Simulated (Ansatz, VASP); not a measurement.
## CoSi2 (pbesol) in VASP and in Ansatz

INCAR

```
SYSTEM = CoSi2
PREC = Accurate
ENCUT = 520
EDIFF = 1E-6
ISMEAR = 0
SIGMA = 0.1
LREAL = .FALSE.
LASPH = .TRUE.
NELM = 100
ALGO = Fast
ISIF = 2
LWAVE = .FALSE.
LCHARG = .TRUE.
GGA = PS
LELF = .TRUE.
LVHAR = .TRUE.
NBANDS = 16
```

Contents of KPOINTS:

```
regular mesh
0
G
  6 6 6
  0 0 0
```

POSCAR

```
CoSi2
1.0
    0.0000000000      2.6780000000      2.6780000000
    2.6780000000      0.0000000000      2.6780000000
    2.6780000000      2.6780000000      0.0000000000
Co Si
1 2
Direct
    0.0000000000      0.0000000000      0.0000000000
    0.2500000000      0.2500000000      0.2500000000
    0.7500000000      0.7500000000      0.7500000000
```

Input for Ansatz:

```yaml
crystal:
  lattice:
    - [0.0, 2.678, 2.678]
    - [2.678, 0.0, 2.678]
    - [2.678, 2.678, 0.0]
  atoms:
    - { symbol: Co, position: [0.0, 0.0, 0.0] }
    - { symbol: Si, position: [0.25, 0.25, 0.25] }
    - { symbol: Si, position: [0.75, 0.75, 0.75] }
basis:
  ecutwfc: 420
kpoints:
  mp_grid: { grid: [6, 6, 6] }
hamiltonian:
  xc: pbesol
scf:
  occupations: { method: gaussian, width: 0.1 }
output:
  forces: true
  stress: true
  eigenvalues: true
```

Alike in both runs: task single point; functional PBEsol; k mesh 6 × 6 × 6; occupations gaussian, width 0.1 eV; no spin polarisation.

|  | VASP | Ansatz |
| --- | --- | --- |
| version | VASP 6.6.1 | Ansatz 0.2.0 |
| potentials or method | VASP PAW PBE potentials, release 64 (Co, Si) | scalar-relativistic, plane waves, PAW |
| plane-wave cutoff (eV) | 520 | 420 |
| valence electrons in the cell | 17 | 25 |

```csv
,VASP,Ansatz,Ansatz less VASP
gap on the k mesh at the Fermi level (eV),none,none,-
pressure (GPa),-4.3,-4.5,-0.17
```

A gap of «none» marks a metal or a gap that the smearing closes. With one functional, cell and mesh, what is left measures potentials, basis and numerics. The two sets of potentials don't hold the same shells in valence.

Caveats: the PAW data sets were made with another functional, which shifts forces and pressure a little (VASP). Spin polarisation is off, so any magnetic state and its effect on volume and gap are missing.
